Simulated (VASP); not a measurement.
# Ru in VASP: relaxation of the atoms with PBE

Aim: the relaxation of the atoms of Ru with PBE.

Everything below comes from runs of VASP 6.6.1. Logs are shortened: lines on timing, memory, paths and dates and some standing lists are left out, and cuts for length are marked.

### Step 1. The structure

The cell holds a slab with vacuum, 4 atoms: a = 2.719 Å, b = 2.719 Å, c = 21.245 Å, α = 90.00°, β = 90.00°, γ = 120.00°.

The cell was built by a generator and needn't be a form met in nature.

### Step 2. Relaxation of the atoms, PBE

Contents of INCAR:

```
SYSTEM = Ru
  ALGO = Normal
  DIPOL = 0.5 0.5 0.500
  EDIFF = 1E-6
  EDIFFG = -0.02
  ENCUT = 520
  GGA = PE
  IBRION = 2
  IDIPOL = 3
  ISIF = 2
  ISMEAR = 1
  KPAR = 2
  LASPH = .TRUE.
  LCHARG = .FALSE.
  LDIPOL = .TRUE.
  LREAL = .FALSE.
  LWAVE = .FALSE.
  NELM = 120
  NSW = 90
  PREC = Accurate
  SIGMA = 0.1
```

Contents of KPOINTS:

```
k-points
0
G
  14 14 1
  0 0 0
```

Contents of POSCAR:

```
Ru
1.0
    2.7193470000      0.0000000000      0.0000000000
   -1.3596735000      2.3550235400      0.0000000000
    0.0000000000      0.0000000000     21.2445491100
Ru
4
Selective dynamics
Direct
    0.3333330000      0.6666670000      0.3483246400  F F F
    0.6666670000      0.3333330000      0.4494415500  T T T
    0.3333330000      0.6666670000      0.5505584500  T T T
    0.6666670000      0.3333330000      0.6516753600  T T T
```

Potentials or basis: VASP PAW PBE potentials, release 64 (Ru_pv).

Launch:

```sh
$ cat potpaw_PBE.64/Ru_pv/POTCAR > POTCAR
$ mpirun -np 2 vasp_std > vasp.out
```

OUTCAR:

```text
SYSTEM = Ru
   EDIFF = 1E-6
   EDIFFG = -0.02
   ENCUT = 520
   GGA = PE
   IBRION = 2
   ISIF = 2
   ISMEAR = 1
   LASPH = .TRUE.
   LREAL = .FALSE.
   NELM = 120
   NSW = 90
   PREC = Accurate

 ion  position               nearest neighbor table
   1  0.333  0.667  0.348-   2 2.66   2 2.66   2 2.66
   2  0.667  0.333  0.449-   3 2.66   3 2.66   1 2.66   1 2.66   3 2.66   1 2.66
   3  0.333  0.667  0.551-   2 2.66   2 2.66   4 2.66   4 2.66   2 2.66   4 2.66
   4  0.667  0.333  0.652-   3 2.66   3 2.66   3 2.66

  LATTYP: Found a hexagonal cell.
 ALAT       =     2.7193470000
 C/A-ratio  =     7.8123715399

  Lattice vectors:

 A1 = (   2.7193470000,   0.0000000000,   0.0000000000)
 A2 = (  -1.3596735000,   2.3550235400,   0.0000000000)
 A3 = (   0.0000000000,   0.0000000000,  21.2445491100)

Analysis of symmetry for initial positions (statically):
=====================================================================
 Subroutine PRICEL returns:
 Original cell was already a primitive cell.

 Routine SETGRP: Setting up the symmetry group for a
 hexagonal supercell.

 Subroutine GETGRP returns: Found 12 space group operations
 (whereof 12 operations were pure point group operations)
 out of a pool of 24 trial point group operations.

The static configuration has the point symmetry D_3d.

Analysis of symmetry for dynamics (positions and initial velocities):
=====================================================================
 Subroutine PRICEL returns:
 Original cell was already a primitive cell.

 Routine SETGRP: Setting up the symmetry group for a
 hexagonal supercell.

 Subroutine GETGRP returns: Found 12 space group operations
 (whereof 12 operations were pure point group operations)
 out of a pool of 24 trial point group operations.

The dynamic configuration has the point symmetry D_3d.

Analysis of constrained symmetry for selective dynamics:
=====================================================================
 Subroutine PRICEL returns:
 Original cell was already a primitive cell.

 Routine SETGRP: Setting up the symmetry group for a
 hexagonal supercell.

 Subroutine GETGRP returns: Found  6 space group operations
 (whereof  6 operations were pure point group operations)
 out of a pool of 24 trial point group operations.

The constrained configuration has the point symmetry C_3v.

 Subroutine INISYM returns: Found  6 space group operations
 (whereof  6 operations are pure point group operations),
 and found     1 'primitive' translations

----------------------------------------------------------------------------------------

                                     Primitive cell

  volume of cell :     136.0528

  direct lattice vectors                    reciprocal lattice vectors
     2.719347000  0.000000000  0.000000000     0.367735342  0.212312103  0.000000000
    -1.359673500  2.355023540  0.000000000     0.000000000  0.424624206  0.000000000
     0.000000000  0.000000000 21.244549110     0.000000000  0.000000000  0.047070898

  length of vectors
     2.719347000  2.719346962 21.244549110     0.424624200  0.424624206  0.047070898

  position of ions in fractional coordinates (direct lattice)
     0.333333000  0.666667000  0.348324640
     0.666667000  0.333333000  0.449441550
     0.333333000  0.666667000  0.550558450
     0.666667000  0.333333000  0.651675360

  ion indices of the primitive-cell ions
   primitive index   ion index
                 1           1
                 2           2
                 3           3
                 4           4

----------------------------------------------------------------------------------------

 KPOINTS: k-points
[... 49 lines left out ...]
   k-points           NKPTS =     24   k-points in BZ     NKDIM =     24   number of bands    NBANDS=     33
   number of dos      NEDOS =    301   number of ions     NIONS =      4
   total plane-waves  NPLWV =  64000
   dimension x,y,z NGX =    20 NGY =   20 NGZ =  160
   dimension x,y,z NGXF=    40 NGYF=   40 NGZF=  320
   ions per type =               4
   NGX,Y,Z   is equivalent  to a cutoff of  12.23, 12.23, 12.52 a.u.
   NGXF,Y,Z  is equivalent  to a cutoff of  24.45, 24.45, 25.04 a.u.
 SYSTEM =  Ru
   PREC   = accura    normal or accurate (medium, high low for compatibility)
   ISTART =      0    job   : 0-new  1-cont  2-samecut
   ICHARG =      2    charge: 1-file 2-atom 10-const
   ISPIN  =      1    spin polarized calculation?
   LNONCOLLINEAR =      F non collinear calculations
   LSORBIT =      F    spin-orbit coupling
   LASPH  =      T    aspherical Exc in radial PAW
   ENCUT  =  520.0 eV  38.22 Ry    6.18 a.u.   5.06  5.06 39.50*2*pi/ulx,y,z
   NELM   =    120;   NELMIN=  2; NELMDL= -5     # of ELM steps
   EDIFF  = 0.1E-05   stopping-criterion for ELM
   LREAL  =      F    real-space projection
   EDIFFG = -.2E-01   stopping-criterion for IOM
   NSW    =     90    number of steps for IOM
   IBRION =      2    ionic relax: 0-MD 1-quasi-New 2-CG
   NFREE  =      1    steps in history (QN), initial steepest desc. (CG)
   ISIF   =      2    stress and relaxation
   ISYM   =      2    0-nonsym 1-usesym 2-fastsym
   POTIM  = 0.5000    time-step for ionic-motion
   TEBEG  =    0.0;   TEEND  =   0.0 temperature during run
   PSTRESS=    0.0 pullay stress
   NELECT =      56.0000    total number of electrons
   NUPDOWN=      -1.0000    fix difference up-down
   EMIN   =  10.00;   EMAX   =-10.00  energy-range for DOS
   EFERMI =   0.00;   METHOD = LEGACY
   ISMEAR =     1;   SIGMA  =   0.10  broadening in eV -4-tet -1-fermi 0-gaus
   EFERMI_NEDOS =   21; number of points for ismear=-14 and -15
   IALGO  =     38    algorithm
   IMIX   =      4    mixing-type and parameters
     AMIX     =   0.40;   BMIX     =  1.00
     AMIX_MAG =   1.60;   BMIX_MAG =  1.00
  volume/ion in A,a.u.               =      34.01       229.53
  Fermi-wavevector in a.u.,A,eV,Ry     =   1.217779  2.301268 20.177235  1.482985
  Thomas-Fermi vector in A             =   2.353088
   LORBIT       =      0    0 simple, 1 ext, 2 COOP (PROOUT), +10 PAW based schemes
   GGA     = PE    functional components
   LHFCALC =     F    Hartree Fock is set to
   AEXX    =    0.0000 exact exchange contribution
   IVDW    =     0    specifies the selected vdW correction
   LEPSILON=     F    determine dielectric tensor
   LRPA    =     F    only Hartree local field effects (RPA)
 conjugate gradient relaxation of ions
 non-spin polarized calculation
 Methfessel and Paxton  Order N= 1 SIGMA  =   0.10
  energy-cutoff  :      520.00
  volume of cell :      136.05
 maximum number of plane-waves:      3709
   NGX = 11   NGY = 11   NGZ = 79

--------------------------------------- Ionic step        1  -------------------------------------------

 number of electron      56.0000013 magnetization

 Free energy of the ion-electron system (eV)
  ---------------------------------------------------
  ext. energy  EPLUGINS =         0.00000000
  ---------------------------------------------------
  free energy    TOTEN  =       -34.75699142 eV

  energy without entropy =      -34.76166180  energy(sigma->0) =      -34.75854821

------------------------ aborting loop because EDIFF is reached ----------------------------------------

  FORCE on cell =-STRESS in cart. coord.  units (eV):
  Direction    XX          YY          ZZ          XY          YZ          ZX
  --------------------------------------------------------------------------------------
  -------------------------------------------------------------------------------------
  Total       -3.8195832     -3.8195831     -3.3365288      0.0000000      0.0000000     -0.0000000
  in kB      -44.9799696    -44.9799680    -39.2914504      0.0000000      0.0000000     -0.0000000
  external PRESSURE =     -43.0837960 kB  Pullay stress =       0.0000000 kB
[... 179 lines left out ...]
 number of electron      56.0000012 magnetization

------------------------ aborting loop because EDIFF is reached ----------------------------------------

 vacuum level on the upper side and lower side of the slab       (xc-potential included)        -0.019         0.003

  FORCE on cell =-STRESS in cart. coord.  units (eV):
  Direction    XX          YY          ZZ          XY          YZ          ZX
  --------------------------------------------------------------------------------------
  -------------------------------------------------------------------------------------
  Total       -2.5255409     -2.5255408      0.5425145      0.0000000     -0.0000000      0.0000000
  in kB      -29.7411385    -29.7411374      6.3887295      0.0000000     -0.0000000      0.0000000
  external PRESSURE =     -17.6978488 kB  Pullay stress =       0.0000000 kB
[... 95 lines left out ...]
  FREE ENERGIE OF THE ION-ELECTRON SYSTEM (eV)
  ---------------------------------------------------
  free  energy   TOTEN  =       -34.8100551148 eV

  energy  without entropy=      -34.8091845998  energy(sigma->0) =      -34.80976494

 dipolmoment           0.000000      0.000000      0.000065 electrons x Angstroem

--------------------------------------- Ionic step        9  -------------------------------------------

 number of electron      56.0000014 magnetization

 dipolmoment           0.000000      0.000000     -0.000005 electrons x Angstroem

 Free energy of the ion-electron system (eV)
  ---------------------------------------------------
  ext. energy  EPLUGINS =         0.00000000
  ---------------------------------------------------
  free energy    TOTEN  =       -34.81043010 eV

  energy without entropy =      -34.80923083  energy(sigma->0) =      -34.81003035

 E-fermi :   2.1816     XC(G=0):  -6.5823

 val. band max:        2.1784223466   @ k =   0.2857   0.0714   0.0000
 cond. band min:       2.1864753472   @ k =   0.2143   0.0000   0.0000
 fundamental gap:      0.0080530006
 Fermi energy:         2.1815509296

 k-point     1 :       0.0000    0.0000    0.0000
  band No.  band energies     occupation
      1     -41.4443      2.00000
      2     -41.0469      2.00000
      3     -40.6531      2.00000
      4     -40.6531      2.00000
      5     -40.5764      2.00000
      6     -40.5764      2.00000
[... 853 lines left out ...]
     32       3.4338     -0.00000
     33       8.8487      0.00000

------------------------ aborting loop because EDIFF is reached ----------------------------------------

 vacuum level on the upper side and lower side of the slab       (xc-potential included)        -0.004        -0.004

  FORCE on cell =-STRESS in cart. coord.  units (eV):
  Direction    XX          YY          ZZ          XY          YZ          ZX
  --------------------------------------------------------------------------------------
  -------------------------------------------------------------------------------------
  Total       -2.7213512     -2.7213511     -0.0701195      0.0000000      0.0000000      0.0000000
  in kB      -32.0470289    -32.0470277     -0.8257373      0.0000000      0.0000000      0.0000000
  external PRESSURE =     -21.6399313 kB  Pullay stress =       0.0000000 kB
[... 19 lines left out ...]
  FREE ENERGIE OF THE ION-ELECTRON SYSTEM (eV)
  ---------------------------------------------------
  free  energy   TOTEN  =       -34.8104301039 eV

  energy  without entropy=      -34.8092308276  energy(sigma->0) =      -34.81003035

 reached required accuracy - stopping structural energy minimisation

 vacuum level on the upper side and lower side of the slab         7.212         7.212
```

Wall time 3.8 min (2 MPI ranks of AMD EPYC 9R45 (Zen 5), shared host); peak memory 0.26 GiB.

Results:

```yaml
Free_energy: -34.8104 eV
Energy_gained_by_relaxing: 13.4 meV/atom
Ionic_steps: 9
Band_gap_on_the_k_mesh: none (metal or under the smearing width)
```

Step by step:
```csv
step,energy change (eV),largest force (eV/Å),pressure (GPa)
1,0.0000,0.6947,-4.31
2,-0.0297,0.5320,-3.75
3,-0.0301,0.5093,-3.65
4,-0.0353,0.4504,-3.47
5,-0.0471,0.2651,-2.93
6,-0.0522,0.1407,-1.77
7,-0.0533,0.0556,-2.13
8,-0.0531,0.0983,-2.23
9,-0.0534,0.0035,-2.16
```

Final structure:
```cif
data_structure
_symmetry_space_group_name_H-M 'P 1'
_symmetry_Int_Tables_number 1
_cell_length_a 2.7193
_cell_length_b 2.7193
_cell_length_c 21.2445
_cell_angle_alpha 90.000
_cell_angle_beta 90.000
_cell_angle_gamma 120.000
_cell_volume 136.05
loop_
_atom_site_label
_atom_site_type_symbol
_atom_site_fract_x
_atom_site_fract_y
_atom_site_fract_z
_atom_site_occupancy
Ru1 Ru 0.33333 0.66667 0.34832 1
Ru2 Ru 0.66667 0.33333 0.44592 1
Ru3 Ru 0.33333 0.66667 0.54768 1
Ru4 Ru 0.66667 0.33333 0.64528 1
```

Levels at points of the mesh, in eV from the Fermi level:
| k point | band 24 | band 25 | band 26 | band 27 | band 28 | band 29 | band 30 | band 31 | band 32 | band 33 |
| --- | --- | --- | --- | --- | --- | --- | --- | --- | --- | --- |
| (0.00, 0.00, 0.00) | -2.16 | -2.06 | -2.06 | -1.72 | -0.88 | -0.88 | 0.09 | 0.09 | 0.16 | 0.98 |
| (0.50, 0.00, 0.00) | -1.03 | 0.14 | 0.15 | 1.03 | 1.35 | 1.37 | 1.52 | 1.89 | 1.93 | 2.36 |
